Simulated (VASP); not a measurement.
# PbSe (Fm-3m) in VASP: a series of runs

The runs below take PbSe through single point, with PBE.

Program: VASP 6.6.1. These are calculated values, not measurements. Logs are shortened: lines on timing, memory, paths and dates and some standing lists are left out, and cuts for length are marked.

**What was measured.**

From a printed reference work, monograph, for a bulk crystal of PbSe: band gap 0.28 eV (direct) at 300 K; band gap 0.15 eV (direct) at 4.2 K.

How close the calculation comes is told below.

## Step 1: The cell of the first run

The structure is cubic, space group Fm-3m (No. 225). Conventional cell: a = 6.124 Å, b = 6.124 Å, c = 6.124 Å, α = 90.00°, β = 90.00°, γ = 90.00°. Pb (site symmetry m-3m) has 6 Se at 3.06 Å within 4.0 Å. Within 4.0 Å of Se (site symmetry m-3m) lie 6 Pb at 3.06 Å.

## Step 2: Single point, PBE

File INCAR:

```
PREC = Accurate ; ENCUT = 520
EDIFF = 1E-6 ; ISMEAR = 0
SIGMA = 0.03 ; LREAL = False
LASPH = True ; NELM = 80
ALGO = Normal ; ISIF = 2
LWAVE = False ; LCHARG = True
GGA = PE ; LELF = True
LVHAR = True ; NBANDS = 17
```

File KPOINTS:

```
regular mesh
0
Gamma
  10 10 10
```

File POSCAR:

```
PbSe
1.0
    0.0000000000      3.0621500000      3.0621500000
    3.0621500000      0.0000000000      3.0621500000
    3.0621500000      3.0621500000      0.0000000000
Pb Se
1 1
Direct
    0.0000000000      0.0000000000      0.0000000000
    0.5000000000      0.5000000000      0.5000000000
```

Potentials or basis: VASP PAW PBE potentials, release 64 (Pb_d, Se).

Started as:

```sh
cat potpaw_PBE.64/Pb_d/POTCAR potpaw_PBE.64/Se/POTCAR > POTCAR
mpirun -np 1 vasp_std > vasp.out
```

OUTCAR:

```text
PREC = Accurate
   ENCUT = 520
   EDIFF = 1E-6
   ISMEAR = 0
   LREAL = False
   LASPH = True
   NELM = 80
   ISIF = 2
   GGA = PE

 ion  position               nearest neighbor table
   1  0.000  0.000  0.000-   2 3.06   2 3.06   2 3.06   2 3.06   2 3.06   2 3.06
   2  0.500  0.500  0.500-   1 3.06   1 3.06   1 3.06   1 3.06   1 3.06   1 3.06

  LATTYP: Found a face centered cubic cell.
 ALAT       =     6.1243000000

  Lattice vectors:

 A1 = (   0.0000000000,   3.0621500000,   3.0621500000)
 A2 = (   3.0621500000,   0.0000000000,   3.0621500000)
 A3 = (   3.0621500000,   3.0621500000,   0.0000000000)

Analysis of symmetry for initial positions (statically):
[... 5 lines left out ...]
 face centered cubic supercell.

 Subroutine GETGRP returns: Found 48 space group operations
 (whereof 48 operations were pure point group operations)
 out of a pool of 48 trial point group operations.

The static configuration has the point symmetry O_h .

Analysis of symmetry for dynamics (positions and initial velocities):
[... 5 lines left out ...]
 face centered cubic supercell.

 Subroutine GETGRP returns: Found 48 space group operations
 (whereof 48 operations were pure point group operations)
 out of a pool of 48 trial point group operations.

The dynamic configuration has the point symmetry O_h .

 Subroutine INISYM returns: Found 48 space group operations
 (whereof 48 operations are pure point group operations),
 and found     1 'primitive' translations

----------------------------------------------------------------------------------------

                                     Primitive cell

  volume of cell :      57.4261

  direct lattice vectors                    reciprocal lattice vectors
     0.000000000  3.062150000  3.062150000    -0.163283967  0.163283967  0.163283967
     3.062150000  0.000000000  3.062150000     0.163283967 -0.163283967  0.163283967
     3.062150000  3.062150000  0.000000000     0.163283967  0.163283967 -0.163283967

  length of vectors
     4.330534060  4.330534060  4.330534060     0.282816127  0.282816127  0.282816127

  position of ions in fractional coordinates (direct lattice)
     0.000000000  0.000000000  0.000000000
     0.500000000  0.500000000  0.500000000

  ion indices of the primitive-cell ions
   primitive index   ion index
                 1           1
                 2           2

----------------------------------------------------------------------------------------

 KPOINTS: regular mesh

Automatic generation of k-mesh.
 Grid dimensions read from file:
 generate k-points for:   10   10   10

 Generating k-lattice:

  Cartesian coordinates                     Fractional coordinates (reciprocal lattice)
    -0.016328397  0.016328397  0.016328397     0.100000000  0.000000000  0.000000000
     0.016328397 -0.016328397  0.016328397     0.000000000  0.100000000  0.000000000
     0.016328397  0.016328397 -0.016328397     0.000000000  0.000000000  0.100000000

  Length of vectors
     0.028281613  0.028281613  0.028281613

  Shift w.r.t. Gamma in fractional coordinates (k-lattice)
     0.000000000  0.000000000  0.000000000

 Subroutine IBZKPT returns following result:
 ===========================================

 Found     47 irreducible k-points:

 Following reciprocal coordinates:
            Coordinates               Weight
  0.000000  0.000000  0.000000      1.000000
  0.100000  0.000000  0.000000      8.000000
  0.200000  0.000000  0.000000      8.000000
  0.300000  0.000000  0.000000      8.000000
  0.400000  0.000000  0.000000      8.000000
  0.500000  0.000000  0.000000      4.000000
[... 16 lines left out ...]
  0.300000  0.300000  0.000000      6.000000
  0.400000  0.300000  0.000000     24.000000
 [... further k-points ...]
   k-points           NKPTS =     47   k-points in BZ     NKDIM =     47   number of bands    NBANDS=     17
   number of dos      NEDOS =    301   number of ions     NIONS =      2
   total plane-waves  NPLWV =  32768
   dimension x,y,z NGX =    32 NGY =   32 NGZ =   32
   dimension x,y,z NGXF=    64 NGYF=   64 NGZF=   64
   ions per type =               1   1
   NGX,Y,Z   is equivalent  to a cutoff of  12.28, 12.28, 12.28 a.u.
   NGXF,Y,Z  is equivalent  to a cutoff of  24.57, 24.57, 24.57 a.u.
 SYSTEM =  unknown system
   PREC   = accura    normal or accurate (medium, high low for compatibility)
   ISTART =      0    job   : 0-new  1-cont  2-samecut
   ICHARG =      2    charge: 1-file 2-atom 10-const
   ISPIN  =      1    spin polarized calculation?
   LNONCOLLINEAR =      F non collinear calculations
   LSORBIT =      F    spin-orbit coupling
   LASPH  =      T    aspherical Exc in radial PAW
   ENCUT  =  520.0 eV  38.22 Ry    6.18 a.u.   8.05  8.05  8.05*2*pi/ulx,y,z
   NELM   =     80;   NELMIN=  2; NELMDL= -5     # of ELM steps
   EDIFF  = 0.1E-05   stopping-criterion for ELM
   LREAL  =      F    real-space projection
   EDIFFG = 0.1E-04   stopping-criterion for IOM
   NSW    =      0    number of steps for IOM
   IBRION =     -1    ionic relax: 0-MD 1-quasi-New 2-CG
   NFREE  =      0    steps in history (QN), initial steepest desc. (CG)
   ISIF   =      2    stress and relaxation
   ISYM   =      2    0-nonsym 1-usesym 2-fastsym
   POTIM  = 0.5000    time-step for ionic-motion
   TEBEG  =    0.0;   TEEND  =   0.0 temperature during run
   PSTRESS=    0.0 pullay stress
   NELECT =      20.0000    total number of electrons
   NUPDOWN=      -1.0000    fix difference up-down
   EMIN   =  10.00;   EMAX   =-10.00  energy-range for DOS
   EFERMI =   0.00;   METHOD = LEGACY
   ISMEAR =     0;   SIGMA  =   0.03  broadening in eV -4-tet -1-fermi 0-gaus
   EFERMI_NEDOS =   21; number of points for ismear=-14 and -15
   IALGO  =     38    algorithm
   IMIX   =      4    mixing-type and parameters
     AMIX     =   0.40;   BMIX     =  1.00
     AMIX_MAG =   1.60;   BMIX_MAG =  1.00
  volume/ion in A,a.u.               =      28.71       193.77
  Fermi-wavevector in a.u.,A,eV,Ry     =   1.151812  2.176610 18.050462  1.326672
  Thomas-Fermi vector in A             =   2.288467
   LORBIT       =      0    0 simple, 1 ext, 2 COOP (PROOUT), +10 PAW based schemes
   GGA     = PE    functional components
   LHFCALC =     F    Hartree Fock is set to
   AEXX    =    0.0000 exact exchange contribution
   IVDW    =     0    specifies the selected vdW correction
   LEPSILON=     F    determine dielectric tensor
   LRPA    =     F    only Hartree local field effects (RPA)
 non-spin polarized calculation
 Gauss-broadening in eV      SIGMA  =   0.03
  energy-cutoff  :      520.00
  volume of cell :       57.43
 maximum number of plane-waves:      1572
   NGX = 17   NGY = 17   NGZ = 17

 number of electron      20.0000000 magnetization

 Free energy of the ion-electron system (eV)
  ---------------------------------------------------
  ext. energy  EPLUGINS =         0.00000000
  ---------------------------------------------------
  free energy    TOTEN  =        -8.17882576 eV

  energy without entropy =       -8.17882576  energy(sigma->0) =       -8.17882576

 E-fermi :   5.1802     XC(G=0):  -9.5231

 val. band max:        5.0508095594   @ k =   0.5000   0.0000   0.0000
 cond. band min:       5.3468639037   @ k =   0.5000   0.0000   0.0000
 fundamental gap:      0.2960543443
 Fermi energy:         5.1802353254

 k-point     1 :       0.0000    0.0000    0.0000
  band No.  band energies     occupation
      1     -11.7834      2.00000
      2     -11.7834      2.00000
      3     -11.7834      2.00000
      4     -11.7793      2.00000
      5     -11.7793      2.00000
      6      -8.5301      2.00000
[... 9 lines left out ...]
     16      11.5702      0.00000
     17      13.2294      0.00000

 k-point     2 :       0.1000    0.0000    0.0000
  band No.  band energies     occupation
      1     -11.7831      2.00000
      2     -11.7831      2.00000
      3     -11.7831      2.00000
      4     -11.7789      2.00000
      5     -11.7789      2.00000
      6      -8.4540      2.00000
[... 9 lines left out ...]
     16      11.7978      0.00000
     17      14.0205      0.00000

 k-point     3 :       0.2000    0.0000    0.0000
  band No.  band energies     occupation
      1     -11.7886      2.00000
      2     -11.7886      2.00000
      3     -11.7821      2.00000
      4     -11.7713      2.00000
      5     -11.7713      2.00000
      6      -8.2374      2.00000
[... 9 lines left out ...]
     16      12.3739      0.00000
     17      15.4653      0.00000

 k-point     4 :       0.3000    0.0000    0.0000
  band No.  band energies     occupation
      1     -11.7959      2.00000
      2     -11.7959      2.00000
      3     -11.7813      2.00000
      4     -11.7613      2.00000
      5     -11.7613      2.00000
      6      -7.9228      2.00000
[... 9 lines left out ...]
     16      13.2487      0.00000
     17      16.8322      0.00000

 k-point     5 :       0.4000    0.0000    0.0000
  band No.  band energies     occupation
      1     -11.8019      2.00000
      2     -11.8019      2.00000
      3     -11.7807      2.00000
      4     -11.7531      2.00000
      5     -11.7531      2.00000
      6      -7.6088      2.00000
[... 9 lines left out ...]
     16      14.3600      0.00000
     17      16.1978      0.00000

 k-point     6 :       0.5000    0.0000    0.0000
  band No.  band energies     occupation
      1     -11.8042      2.00000
      2     -11.8042      2.00000
      3     -11.7805      2.00000
      4     -11.7500      2.00000
      5     -11.7500      2.00000
      6      -7.4668      2.00000
[... 9 lines left out ...]
     16      15.2056      0.00000
     17      15.2177      0.00000
[... 281 lines left out ...]
 k-point    21 :      -0.3000    0.2000    0.0000
  band No.  band energies     occupation
      1     -11.8165      2.00000
      2     -11.7949      2.00000
      3     -11.7740      2.00000
      4     -11.7602      2.00000
      5     -11.7590      2.00000
      6      -7.5103      2.00000
[... 9 lines left out ...]
     16      14.6646      0.00000
     17      15.8316      0.00000

 k-point    22 :      -0.2000    0.2000    0.0000
  band No.  band energies     occupation
      1     -11.8021      2.00000
      2     -11.7942      2.00000
      3     -11.7784      2.00000
      4     -11.7672      2.00000
      5     -11.7601      2.00000
      6      -7.8090      2.00000
[... 9 lines left out ...]
     16      14.5884      0.00000
     17      15.2041      0.00000

 k-point    23 :       0.3000    0.3000    0.0000
  band No.  band energies     occupation
      1     -11.8485      2.00000
      2     -11.7952      2.00000
      3     -11.7670      2.00000
      4     -11.7550      2.00000
      5     -11.7550      2.00000
      6      -7.6957      2.00000
[... 9 lines left out ...]
     16      15.0792      0.00000
     17      15.5901      0.00000

 k-point    24 :       0.4000    0.3000    0.0000
  band No.  band energies     occupation
      1     -11.8654      2.00000
      2     -11.7951      2.00000
      3     -11.7684      2.00000
      4     -11.7502      2.00000
      5     -11.7476      2.00000
      6      -7.4495      2.00000
[... 9 lines left out ...]
     16      15.7756      0.00000
     17      16.5071      0.00000

 [... further k-points ...]
[... 5 lines left out ...]
  --------------------------------------------------------------------------------------
  -------------------------------------------------------------------------------------
  Total        0.8351626      0.8351626      0.8351626      0.0000000      0.0000000     -0.0000000
  in kB       23.3008750     23.3008750     23.3008750      0.0000000      0.0000000     -0.0000000
  external PRESSURE =      23.3008750 kB  Pullay stress =       0.0000000 kB

 VOLUME and BASIS-vectors are now :
 -----------------------------------------------------------------------------
  energy-cutoff  :      520.00
  volume of cell :       57.43
      direct lattice vectors                 reciprocal lattice vectors
     0.000000000  3.062150000  3.062150000    -0.163283967  0.163283967  0.163283967
     3.062150000  0.000000000  3.062150000     0.163283967 -0.163283967  0.163283967
     3.062150000  3.062150000  0.000000000     0.163283967  0.163283967 -0.163283967

 POSITION                                       TOTAL-FORCE (eV/Angst)
 -----------------------------------------------------------------------------------
      0.00000      0.00000      0.00000        -0.000000      0.000000      0.000000
      3.06215      3.06215      3.06215         0.000000     -0.000000     -0.000000
 -----------------------------------------------------------------------------------
    total drift:                                0.000000     -0.000000     -0.000000

  FREE ENERGIE OF THE ION-ELECTRON SYSTEM (eV)
  ---------------------------------------------------
  free  energy   TOTEN  =        -8.1788257594 eV

  energy  without entropy=       -8.1788257594  energy(sigma->0) =       -8.17882576
```

Run time: 44 s. Hardware: 1 thread of Intel Xeon Platinum 8488C (Sapphire Rapids), shared host; peak memory 0.2 GiB.

Results:

```yaml
Free_energy: -8.1788 eV
Pressure: 2.3 GPa
Band_gap_on_the_k_mesh: 0.30 eV, direct
```

Caveat: spin-orbit coupling is left out, which moves the levels of the heavy elements.

## Step 3: Single point, PBE

File INCAR:

```
SYSTEM = PbSe
PREC     = Accurate       ! precision mode
ENCUT    = 520            ! plane-wave cutoff, eV
EDIFF    = 1E-6           ! SCF threshold, eV
ISMEAR   = 0              ! smearing method
SIGMA    = 0.03           ! smearing width, eV
LREAL    = .FALSE.        ! projectors in reciprocal space
LASPH    = .TRUE.         ! aspherical terms in the spheres
NELM     = 80             ! most SCF steps
ALGO     = Normal         ! electronic algorithm
ISIF     = 2              ! what is computed and relaxed
LWAVE    = .FALSE.        ! write WAVECAR
LCHARG   = .TRUE.         ! write CHGCAR
GGA      = PE             ! functional
LELF     = .TRUE.         ! ELF
LVHAR    = .TRUE.       
NBANDS   = 17             ! bands
```

File KPOINTS:

```
regular mesh
0
G
  10 10 10
  0 0 0
```

POSCAR is that of step 2.

Potentials or basis: VASP PAW PBE potentials, release 64 (Pb_d, Se).

Started as:

```sh
cat potpaw_PBE.64/Pb_d/POTCAR potpaw_PBE.64/Se/POTCAR > POTCAR
mpirun -np 1 vasp_std > vasp.out
```

OUTCAR:

```text
SYSTEM = PbSe
   PREC = Accurate
   ENCUT = 520
   EDIFF = 1E-6
   ISMEAR = 0
   LREAL = .FALSE.
   LASPH = .TRUE.
   NELM = 80
   ISIF = 2
   GGA = PE

 ion  position               nearest neighbor table
   1  0.000  0.000  0.000-   2 3.06   2 3.06   2 3.06   2 3.06   2 3.06   2 3.06
   2  0.500  0.500  0.500-   1 3.06   1 3.06   1 3.06   1 3.06   1 3.06   1 3.06

  LATTYP: Found a face centered cubic cell.
 ALAT       =     6.1243000000

  Lattice vectors:

 A1 = (   0.0000000000,   3.0621500000,   3.0621500000)
 A2 = (   3.0621500000,   0.0000000000,   3.0621500000)
 A3 = (   3.0621500000,   3.0621500000,   0.0000000000)
[... 648 lines left out ...]
      5     -11.7476      2.00000
      6      -7.4495      2.00000
[... 9 lines left out ...]
     16      15.7756      0.00000
     17      16.5071      0.00000

 [... further k-points ...]
[... 5 lines left out ...]
  --------------------------------------------------------------------------------------
  -------------------------------------------------------------------------------------
  Total        0.8351626      0.8351626      0.8351626      0.0000000      0.0000000     -0.0000000
  in kB       23.3008750     23.3008750     23.3008750      0.0000000      0.0000000     -0.0000000
  external PRESSURE =      23.3008750 kB  Pullay stress =       0.0000000 kB

 VOLUME and BASIS-vectors are now :
 -----------------------------------------------------------------------------
  energy-cutoff  :      520.00
  volume of cell :       57.43
      direct lattice vectors                 reciprocal lattice vectors
     0.000000000  3.062150000  3.062150000    -0.163283967  0.163283967  0.163283967
     3.062150000  0.000000000  3.062150000     0.163283967 -0.163283967  0.163283967
     3.062150000  3.062150000  0.000000000     0.163283967  0.163283967 -0.163283967

 POSITION                                       TOTAL-FORCE (eV/Angst)
 -----------------------------------------------------------------------------------
      0.00000      0.00000      0.00000        -0.000000      0.000000      0.000000
      3.06215      3.06215      3.06215         0.000000     -0.000000     -0.000000
 -----------------------------------------------------------------------------------
    total drift:                                0.000000     -0.000000     -0.000000

  FREE ENERGIE OF THE ION-ELECTRON SYSTEM (eV)
  ---------------------------------------------------
  free  energy   TOTEN  =        -8.1788257594 eV

  energy  without entropy=       -8.1788257594  energy(sigma->0) =       -8.17882576
```

It took 45 s on 1 thread of Intel Xeon Platinum 8488C (Sapphire Rapids), shared host; peak memory 0.2 GiB.

What came out:

| Quantity | Value |
| --- | --- |
| Free energy | -8.1788 eV |
| Pressure | 2.3 GPa |
| Band gap on the k mesh | 0.30 eV, direct |

Caveat: spin-orbit coupling is left out, which moves the levels of the heavy elements.

## Step 4: Against experiment

Step 2. A measured gap of PbSe is 0.28 eV (direct; 300 K; a printed reference work, monograph); the calculated 0.30 eV misses it by +0.02 eV. 2 values of this kind are on record (0.15 to 0.28 eV); this one was drawn at random. Spin-orbit coupling on Pb, Se is left out. The value is that of PBE on a finite k mesh, which can miss the band edges, without temperature or zero-point motion.

Step 3. Against the measured gap of PbSe, 0.15 eV (direct; 4.2 K; a printed reference work, monograph), the calculated 0.30 eV is off by +0.15 eV. 2 values of this kind are on record (0.15 to 0.28 eV); this one was drawn at random. Spin-orbit coupling on Pb, Se is left out. The value is that of PBE on a finite k mesh, which can miss the band edges, without temperature or zero-point motion.
